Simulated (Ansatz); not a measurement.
# CuO (P1) in Ansatz: notebook

Aim: see how the results for CuO move with the level of theory and the settings. Levels: PBEsol+U, r2SCAN. Tasks: band structure.

Program: Ansatz 0.2.0. These are calculated values, not measurements. Logs are shortened: lines on timing, memory, paths and dates and some standing lists are left out, and cuts for length are marked.

## 1. The crystal as given

The typed cell holds 8 atoms: a = 2.900 Å, b = 5.129 Å, c = 5.643 Å, α = 93.94°, β = 101.64°, γ = 97.69°.

## 2. Band structure, PBEsol+U

Contents of input.yaml:

```yaml
crystal:
  lattice:
    - [-2.34185, 1.7113, 0.0]
    - [0.85003, 0.0, -5.05787]
    - [-2.34185, -5.1339, 0.0]
  atoms:
    - { symbol: Cu, position: [0.24799691, 0.00060149, 0.24329664] }
    - { symbol: Cu, position: [0.74799691, 0.00060149, 0.74329664] }
    - { symbol: Cu, position: [0.99799691, 0.50060149, 0.49329664] }
    - { symbol: Cu, position: [0.49799691, 0.50060149, 0.99329664] }
    - { symbol: O, position: [0.70719691, 0.75060149, 0.28409664] }
    - { symbol: O, position: [0.20719691, 0.75060149, 0.78409664] }
    - { symbol: O, position: [0.78879691, 0.25060149, 0.20249664] }
    - { symbol: O, position: [0.30482166, 0.24578955, 0.75612355] }
hamiltonian:
  xc: pbesol
  pseudopotentials: { kind: paw }
  hubbard: { sites: [{ species: Cu, l: d, u_eff: 4.5 }] }
kpoints:
  mp_grid: { grid: [9, 5, 5] }
  band_path:
    path:
      - [[0.0, 0.0, -0.5], [0.0, 0.0, 0.0], [0.0, 0.5, 0.0]]
      - [[0.0, 0.5, -0.5], [0.0, 0.0, 0.0], [0.5, -0.5, 0.0]]
      - [[0.5, -0.5, -0.5], [0.0, 0.0, 0.0], [0.5, 0.0, 0.0]]
      - [[0.5, 0.0, -0.5], [0.0, 0.0, 0.0]]
    npoints: 10
scf:
  occupations: { method: fermi_dirac, width: 0.05 }
  n_extra_bands: 20
output:
  forces: true
  stress: true
  eigenvalues: true
  fatbands: true
```

Potentials or basis: Ansatz PAW.

The run is started by

```bash
$ ansatz run input.yaml --threads 4 --pin off --max-ram 11264MiB --backend cpu --events-out ev --progress --plain --runs-dir out
```

Standard output:

```text
Warning: RAYON_NUM_THREADS=4 ignored (pool sized by the plan → 4); use --threads N
Cu: projections on atomic orbitals take those of the free atom [Ne] 3s2 3p6 3d10 4s1, of charge +0.00 (hamiltonian.pseudopotentials.projection_atoms); the dataset's partial waves leave at most 2.0e-6 of an orbital's norm unspanned inside its sphere
O: projections on atomic orbitals take those of the free atom [He] 2s2 2p4, of charge +0.00 (hamiltonian.pseudopotentials.projection_atoms); the dataset's partial waves leave at most 1.9e-8 of an orbital's norm unspanned inside its sphere
scf.n_extra_bands = 20 over 50 filled bands (N_el = 100.0): the run solves 70 bands
Engine: ansatz 0.2.0, aarch64-unknown-linux-gnu
Pseudopotentials: kind: paw
Pseudopotential: Cu, paw, valence charge 19, recommended cutoff 420 eV (normal), Cu.paw.azcp
Pseudopotential: O, paw, valence charge 6, recommended cutoff 420 eV (normal), O.paw.azcp
Functional definition: PBEsol
  exchange = pbesol_x
  correlation = pbesol_c
Crystal: 8 atoms, lattice volume = 81.080 Å³
Basis set: ecut = 420 eV, 1581 PW (Γ), exchange–correlation on 40×72×80 points (8 copies of the dense FFT grid, shifted against one another)
Bands: 70, of which v1, the nominal top of the filled ones, is band 50 counted from 1 (49 counted from 0)
Symmetry: 1 space group operations
Space group: P1 (ITA 1), of the structure as read, at distance tolerance 4.3e-5 Å
k-points: 113 of 225 (time reversal used)
Non-local potential: Cu, projectors of the file, l = 0: 3, l = 1: 2, l = 2: 3, l = 3: 1
Non-local potential: O, projectors of the file, l = 0: 2, l = 1: 2, l = 2: 1
PAW form: soft (Blöchl's): semilocal exchange-correlation on the pseudo side does not see the compensation charge
PAW frozen core: Cu, regenerated for the run's functional, and the local potential with it (the file was generated under x = pbe(κ = 0.804, μ = 0.2195149727645171), c = pbe(β = 0.06672455060314922))
PAW frozen core: O, regenerated for the run's functional, and the local potential with it (the file was generated under x = pbe(κ = 0.804, μ = 0.2195149727645171), c = pbe(β = 0.06672455060314922))
PAW one-centre angular grid: Cu, 590 points (default); XC on 64 Gauss nodes
PAW one-centre angular grid: O, 110 points (default); XC on 64 Gauss nodes
Initial density: superposition of atomic densities (chi_scale 0.1, normalization cell, long waves of neutral atoms under a Hubbard term (reshape's long-wave potential 0.07 eV rms, cloud 1.98 Å wide))
Initial wavefunctions: pseudopotential atomic-orbital guess
Functional: x = pbesol(κ = 0.804, μ = 0.12345679012345678), c = pbesol(β = 0.046)
SCF iter   1: F=—  HF=-28588.188697 eV  |F-HF|=—  |Δ(HF+E_count)|=         —  Δρ=8.36e-2  dr2=3.78e0  ethr=3.10e-3  ⟨swp⟩=4.7  Hψ=26665  notcnv=0  defer=302
preconditioner: auto → Kerker (q_TF=auto, 2.825 Å⁻¹)  [metal: Δε(μ)=0.001 eV  Ē_g=16.912 eV  σ=0.050 eV  W_gap=0.01  n_scr=34 (ndim 8)  ℏωp=34.0 eV  f_vac=0.000  D(μ)=3.41/eV (n_scr^D=32)]
SCF iter   2: F=—  HF=-28588.330239 eV  |F-HF|=—  |Δ(HF+E_count)|=   1.42e-1  Δρ=6.58e-2  dr2=1.52e0  ethr=3.10e-3  ⟨swp⟩=2.2  Hψ=12411  notcnv=0  defer=1426
SCF iter   3: F=—  HF=-28588.372487 eV  |F-HF|=—  |Δ(HF+E_count)|=   4.22e-2  Δρ=3.41e-2  dr2=5.87e-1  ethr=1.52e-3  ⟨swp⟩=2.0  Hψ=12827  notcnv=0  defer=1426
SCF iter   4: F=—  HF=-28588.663448 eV  |F-HF|=—  |Δ(HF+E_count)|=   2.91e-1  Δρ=4.66e-2  dr2=1.11e0  ethr=5.87e-4  ⟨swp⟩=2.0  Hψ=12973  notcnv=0  defer=1426
SCF iter   5: F=—  HF=-28588.603847 eV  |F-HF|=—  |Δ(HF+E_count)|=   5.96e-2  Δρ=1.82e-2  dr2=1.61e-1  ethr=5.87e-4  ⟨swp⟩=2.0  Hψ=12250  notcnv=0  defer=1423
SCF iter   6: F=—  HF=-28588.584765 eV  |F-HF|=—  |Δ(HF+E_count)|=   1.91e-2  Δρ=1.23e-2  dr2=9.32e-2  ethr=1.61e-4  ⟨swp⟩=2.0  Hψ=9939  notcnv=0  defer=1423
SCF iter   7: F=—  HF=-28588.576719 eV  |F-HF|=—  |Δ(HF+E_count)|=   8.05e-3  Δρ=5.51e-3  dr2=1.65e-2  ethr=9.32e-5  ⟨swp⟩=2.9  Hψ=9876  notcnv=0  defer=1423
SCF iter   8: F=—  HF=-28588.576601 eV  |F-HF|=—  |Δ(HF+E_count)|=   1.18e-4  Δρ=2.17e-3  dr2=2.49e-3  ethr=1.65e-5  ⟨swp⟩=2.4  Hψ=9596  notcnv=0  defer=1423
SCF iter   9: F=—  HF=-28588.576821 eV  |F-HF|=—  |Δ(HF+E_count)|=   2.20e-4  Δρ=1.67e-3  dr2=2.06e-3  ethr=2.49e-6  ⟨swp⟩=2.0  Hψ=9362  notcnv=0  defer=1423
SCF iter  10: F=—  HF=-28588.576739 eV  |F-HF|=—  |Δ(HF+E_count)|=   8.20e-5  Δρ=6.41e-4  dr2=4.78e-4  ethr=2.06e-6  ⟨swp⟩=1.0  Hψ=6788  notcnv=0  defer=1423
SCF iter  11: F=—  HF=-28588.576745 eV  |F-HF|=—  |Δ(HF+E_count)|=   5.42e-6  Δρ=6.42e-4  dr2=4.18e-4  ethr=4.78e-7  ⟨swp⟩=1.0  Hψ=6626  notcnv=0  defer=1423
SCF iter  12: F=—  HF=-28588.576716 eV  |F-HF|=—  |Δ(HF+E_count)|=   2.85e-5  Δρ=3.07e-4  dr2=8.41e-5  ethr=4.18e-7  ⟨swp⟩=2.1  Hψ=8720  notcnv=0  defer=1423
SCF iter  13: F=—  HF=-28588.576700 eV  |F-HF|=—  |Δ(HF+E_count)|=   1.59e-5  Δρ=1.74e-4  dr2=4.34e-5  ethr=8.41e-8  ⟨swp⟩=2.7  Hψ=10124  notcnv=0  defer=1423
SCF iter  14: F=—  HF=-28588.576700 eV  |F-HF|=—  |Δ(HF+E_count)|=   1.29e-7  Δρ=2.16e-4  dr2=2.67e-5  ethr=4.34e-8  ⟨swp⟩=2.5  Hψ=9414  notcnv=0  defer=1423
SCF iter  15: F=—  HF=-28588.576698 eV  |F-HF|=—  |Δ(HF+E_count)|=   1.93e-6  Δρ=1.10e-4  dr2=7.24e-6  ethr=2.67e-8  ⟨swp⟩=1.0  Hψ=6562  notcnv=0  defer=1423
SCF iter  16: F=—  HF=-28588.576698 eV  |F-HF|=—  |Δ(HF+E_count)|=   3.19e-7  Δρ=8.48e-5  dr2=4.55e-6  ethr=7.24e-9  ⟨swp⟩=2.4  Hψ=9581  notcnv=0  defer=1423
SCF iter  17: F=—  HF=-28588.576698 eV  |F-HF|=—  |Δ(HF+E_count)|=   2.51e-7  Δρ=3.42e-5  dr2=8.47e-7  ethr=4.55e-9  ⟨swp⟩=1.0  Hψ=6501  notcnv=0  defer=1423
SCF iter  18: F=—  HF=-28588.576698 eV  |F-HF|=—  |Δ(HF+E_count)|=   9.65e-8  Δρ=4.50e-5  dr2=1.28e-6  ethr=8.47e-10  ⟨swp⟩=1.0  Hψ=6487  notcnv=0  defer=1423
SCF iter  19: F=—  HF=-28588.576698 eV  |F-HF|=—  |Δ(HF+E_count)|=   3.33e-8  Δρ=2.81e-5  dr2=5.38e-7  ethr=8.47e-10  ⟨swp⟩=2.5  Hψ=9533  notcnv=0  defer=1423
SCF iter  20: F=-28588.576698 eV  HF=-28588.576698 eV  |F-HF|=1.54e-9  |Δ(HF+E_count)|=   5.19e-8  Δρ=4.77e-6  dr2=2.19e-8  ethr=1.00e-10  ⟨swp⟩=8.1  Hψ=38587  notcnv=0
SCF 1 converged in 20 iterations: F = -28588.576698 eV  dr2 = 2.19e-8
NSCF: frozen V_eff on 74 k-points
SCF converged after 20 iterations
Free energy (F): -28588.576698 eV
Harris-Foulkes:  -28588.576698 eV  (|F-HF|=1.54e-9)
Internal energy: -28588.544432 eV  (E = F + TS)
E sigma→0 (E₀):  -28588.560565 eV
Entropy (-TS):   -0.032265 eV (-4.033 meV/atom)
Fermi energy:    11.580855 eV
--- Per-component energies (eV) ---
  E_band       = -1773.347699
  E_kinetic    = 1887.609864
  E_local      = -19428.463890  (includes V_loc(G=0)·N_el)
  E_nonlocal   = 1782.480366
  E_hartree    = 8423.751778
  E_xc         = -640.574620
  E_vxc        = -826.484104  (∫ρ·V_xc dr)
  E_hubbard    = 3.675358  (on-site DFT+U / exact-exchange correction)
  E_vhub       = -78.169876  (the Hubbard potential's part of the band-sum identity)
  E_paw        = -7124.290873  (= ΣΔE_a)
  E_vpaw       = -1957.834658  (= ΣTr[D̂ρ^β])
  E_aug_tail   = 0.010821  (compensation charges beyond the density's cutoff)
  E_ewald      = -13493.709196
  E_core_change = 0.965960  (= ΣΔE_core)
  E_smearing   = -0.032265  (= −TS)
  E_closure    = 0.000000  (closes the sum)
  Σ components = -28588.576698   (vs F -28588.576698, Δ=0.00e0)
--- Forces (eV/Å), atoms counted from 1 ---
  atom   1  Cu    -0.00451774     0.06927325    -0.01641368
  atom   2  Cu    -0.16362476    -0.52473559     0.40980184
  atom   3  Cu    -0.43414623    -0.25025680     0.41010874
  atom   4  Cu    -1.11474830    -1.36047037    -1.55810216
  atom   5  O      0.20965772     0.36131494    -0.17260544
  atom   6  O      0.13350898     0.42508575     0.18961733
  atom   7  O     -0.27870418    -0.57217393     0.01761362
  atom   8  O      1.65257023     1.85196677     0.71998063
  max |Σ_I F_I| component: 4.28e-6 eV/Å
--- Stress (GPa, compression-positive) ---
        1.581667       1.234662       2.070914
        1.234662       3.397880       2.511658
        2.070915       2.511658       2.913862
  P = ⅓ Tr σ = 2.6311 GPa (26.311 kbar)
--- Band table (eV; the first three rows and the last of 113) ---
  k-point 0: bands = ["-100.0413", "-99.7755", "-99.7186", "-99.3623", "-57.8308", "-57.6698", "-57.4739", "-57.4489", "-57.4009", "-57.3833", "-57.2371", "-57.0456", "-57.0255", "-56.9935", "-56.9724", "-56.7160", "-8.1160", "-7.2923", "-6.6830", "-6.4707", "3.1878", "4.2100", "4.4610", "5.4727", "5.6714", "6.0064", "6.1202", "6.4322", "6.8756", "7.0310", "7.2535", "7.4291", "7.5548", "7.7187", "7.8507", "7.8689", "7.9331", "8.0591", "8.1642", "8.2281", "8.5586", "8.8139", "8.8452", "9.0326", "9.1539", "9.3292", "9.5514", "9.7590", "11.7257", "11.8626", "11.9705", "12.6036", "13.5317", "16.5142", "17.6660", "18.2544", "19.2034", "20.1543", "23.1773", "23.2860", "24.8011", "25.7140", "27.0198", "27.7510", "28.1762", "28.5632", "28.6698", "29.0227", "30.1137", "30.7815"]
  k-point 1: bands = ["-100.0411", "-99.7753", "-99.7184", "-99.3622", "-57.8308", "-57.6698", "-57.4739", "-57.4490", "-57.4009", "-57.3833", "-57.2371", "-57.0457", "-57.0252", "-56.9939", "-56.9724", "-56.7160", "-8.0554", "-7.3685", "-6.6698", "-6.4864", "3.2919", "4.2188", "4.5734", "5.4864", "5.6774", "5.9775", "6.1167", "6.4724", "6.7667", "7.0687", "7.2103", "7.3683", "7.5407", "7.6748", "7.7423", "7.8705", "7.9248", "8.0109", "8.1501", "8.2318", "8.5501", "8.7548", "8.9150", "9.0200", "9.1910", "9.2549", "9.5899", "9.7216", "11.6205", "11.7987", "12.0328", "12.5198", "13.9453", "16.7230", "17.4157", "18.4304", "19.7965", "20.0624", "22.1447", "24.0381", "24.6135", "25.2644", "26.9485", "27.4661", "27.9636", "28.6053", "28.9691", "29.3237", "29.8336", "30.5426"]
  k-point 2: bands = ["-100.0409", "-99.7751", "-99.7182", "-99.3620", "-57.8308", "-57.6698", "-57.4739", "-57.4490", "-57.4009", "-57.3834", "-57.2371", "-57.0457", "-57.0247", "-56.9945", "-56.9725", "-56.7160", "-7.9133", "-7.5341", "-6.6437", "-6.5178", "3.5477", "4.0093", "5.0645", "5.5269", "5.7010", "5.9170", "6.0957", "6.1962", "6.5669", "7.1816", "7.2101", "7.2943", "7.5156", "7.6013", "7.7431", "7.8441", "7.8724", "7.9587", "8.0816", "8.2391", "8.5130", "8.6648", "8.8122", "9.1395", "9.2561", "9.3099", "9.5631", "9.6783", "11.4436", "11.6918", "12.1297", "12.3957", "14.8877", "16.0908", "17.8613", "19.2794", "19.3960", "20.9235", "21.2557", "22.9661", "24.7426", "25.9856", "26.1073", "27.2633", "27.7949", "28.4124", "28.9580", "29.2510", "30.2165", "30.6512"]
  k-point 112: bands = ["-100.0405", "-99.7744", "-99.7176", "-99.3614", "-57.8300", "-57.6710", "-57.4867", "-57.4487", "-57.4147", "-57.3817", "-57.2463", "-57.0449", "-57.0240", "-56.9932", "-56.9734", "-56.7257", "-7.3031", "-6.7845", "-6.5737", "-6.4890", "4.2301", "4.4506", "4.7332", "5.0326", "5.3802", "5.5108", "5.7384", "6.0956", "6.2449", "6.5487", "6.7968", "7.1537", "7.5213", "7.7115", "7.8827", "7.9269", "7.9682", "8.0349", "8.1429", "8.3436", "8.4363", "8.5990", "8.7220", "8.9528", "9.1843", "9.4320", "9.6564", "9.8174", "10.3617", "11.2706", "12.0830", "12.4515", "16.2800", "16.9858", "18.2328", "18.6769", "19.5948", "20.4256", "21.4098", "22.5079", "22.9176", "23.5786", "24.9983", "25.9489", "26.1516", "26.9300", "27.7128", "28.8530", "29.7432", "30.2383"]
Occupation matrices written to <dir>
```

Wall time 56 s (4 threads of Arm Neoverse V1, shared host); peak memory 0.89 GiB.

What came out:

```yaml
Free_energy: -28588.5767 eV
Pressure: 2.6 GPa
Largest_force: 2.584 eV/Å
Band_gap_on_the_k_mesh: none (metal or under the smearing width)
```

Forces on the atoms (eV/Å):
```
Cu  -0.005  0.069 -0.016
Cu  -0.164 -0.525  0.410
Cu  -0.434 -0.250  0.410
Cu  -1.115 -1.360 -1.558
O    0.210  0.361 -0.173
O    0.134  0.425  0.190
O   -0.279 -0.572  0.018
O    1.653  1.852  0.720
```

Stress tensor (GPa, compression positive):
```
1.58 1.23 2.07
1.23 3.40 2.51
2.07 2.51 2.91
```

Levels at the corners of the path, in eV from the Fermi level:
| point | band 46 | band 47 | band 48 | band 49 | band 50 | band 51 | band 52 | band 53 |
| --- | --- | --- | --- | --- | --- | --- | --- | --- |
| X | -2.16 | -2.11 | -1.89 | -0.17 | 0.09 | 0.57 | 0.79 | 3.67 |
| Γ | -2.25 | -2.03 | -1.82 | 0.14 | 0.28 | 0.39 | 1.02 | 1.95 |
| Y | -2.35 | -1.84 | -1.74 | -0.21 | 0.28 | 0.37 | 0.81 | 3.99 |
| L | -2.02 | -1.95 | -1.83 | -1.07 | -0.89 | 0.50 | 0.63 | 4.79 |
| Γ | -2.25 | -2.03 | -1.82 | 0.14 | 0.28 | 0.39 | 1.02 | 1.95 |
| Z | -2.36 | -2.15 | -1.90 | -0.58 | -0.32 | -0.15 | 0.08 | 5.34 |
| N | -2.36 | -1.93 | -1.76 | -0.50 | -0.42 | -0.13 | 0.71 | 5.07 |
| Γ | -2.25 | -2.03 | -1.82 | 0.14 | 0.28 | 0.39 | 1.02 | 1.95 |
| M | -2.51 | -1.77 | -1.59 | -1.06 | -0.92 | 0.60 | 1.04 | 5.13 |
| R | -2.03 | -1.98 | -1.71 | -1.03 | -0.02 | 0.41 | 1.24 | 3.56 |
| Γ | -2.25 | -2.03 | -1.82 | 0.14 | 0.28 | 0.39 | 1.02 | 1.95 |

Eigenvalues of the final occupation matrices:
```tsv
site	spin	trace	eigenvalues
site 1	1	4.75	0.79 0.97 0.99 1.00 1.00
site 2	1	4.74	0.78 0.97 0.99 1.00 1.00
site 3	1	4.78	0.82 0.98 0.99 1.00 1.00
site 4	1	4.72	0.77 0.98 0.99 0.99 1.00
```

Caveat: the pressure holds a Pulay correction of +0.8 GPa for the finite cutoff; the run has no spin polarisation, though such a crystal can be magnetic; U without spin polarisation on a metal has little footing; the PAW data sets come from PBE, with cores solved anew for the run's functional, which leaves a small shift of forces and pressure; forces of over 1 eV/Å show positions far from the minimum, so gaps and moduli don't describe the material at rest.

## 3. Band structure, r2SCAN

Changes to input.yaml since step 2:

```diff
@@ -15,5 +15,4 @@
 hamiltonian:
-  xc: pbesol
+  xc: r2scan
   pseudopotentials: { kind: paw }
-  hubbard: { sites: [{ species: Cu, l: d, u_eff: 4.5 }] }
 kpoints:
@@ -34,2 +33,6 @@
   eigenvalues: true
-  fatbands: true
+  fatbands: false
+  write_density: true
+  write_potential: true
+  elf: true
+  volumetric_format: npy
```

Potentials or basis: Ansatz PAW.

The run is started by

```bash
$ ansatz run input.yaml --threads 4 --pin off --max-ram 11264MiB --backend cpu --events-out ev --progress --plain --runs-dir out
```

Wall time 91 s (4 threads of Arm Neoverse V1, shared host); peak memory 1 GiB.

Results (log left out):

| Quantity | Value |
| --- | --- |
| Free energy | -28794.0459 eV |
| Pressure | 1.9 GPa |
| Largest force | 2.584 eV/Å |
| Band gap on the k mesh | none (metal or under the smearing width) |

Forces in eV/Å, atoms in the order of the input:
```
Cu  -0.018  0.089 -0.024
Cu  -0.206 -0.552  0.364
Cu  -0.349 -0.203  0.349
Cu  -1.048 -1.311 -1.463
O    0.166  0.360 -0.175
O    0.161  0.490  0.259
O   -0.394 -0.704  0.005
O    1.689  1.831  0.685
```

Stress tensor (GPa, compression positive):
```
0.41 1.35 2.08
1.35 3.02 2.26
2.08 2.26 2.34
```

Levels at the corners of the path, in eV from the Fermi level:
```
point  band 47  band 48  band 49  band 50  band 51  band 52
    X    -1.82    -1.74    -0.17     0.05     0.53     0.75
    Γ    -1.67    -1.60     0.08     0.22     0.33     0.99
    Y    -1.70    -1.60    -0.15     0.22     0.31     0.78
    L    -1.71    -1.60    -0.91    -0.78     0.46     0.59
    Γ    -1.67    -1.60     0.08     0.22     0.33     0.99
    Z    -1.75    -1.46    -0.48    -0.26    -0.11     0.11
    N    -1.53    -1.44    -0.44    -0.36    -0.08     0.67
    Γ    -1.67    -1.60     0.08     0.22     0.33     0.99
    M    -1.48    -1.26    -0.99    -0.80     0.55     0.98
    R    -1.58    -1.37    -0.84    -0.08     0.36     1.19
    Γ    -1.67    -1.60     0.08     0.22     0.33     0.99
```

Caveat: the run has no spin polarisation, though such a crystal can be magnetic; semilocal functionals often make such compounds metallic where correlation or magnetic order opens a gap, which also shifts bond lengths; the PAW data sets come from PBE, with cores solved anew for the run's functional, which leaves a small shift of forces and pressure; forces of over 1 eV/Å show positions far from the minimum, so gaps and moduli don't describe the material at rest.
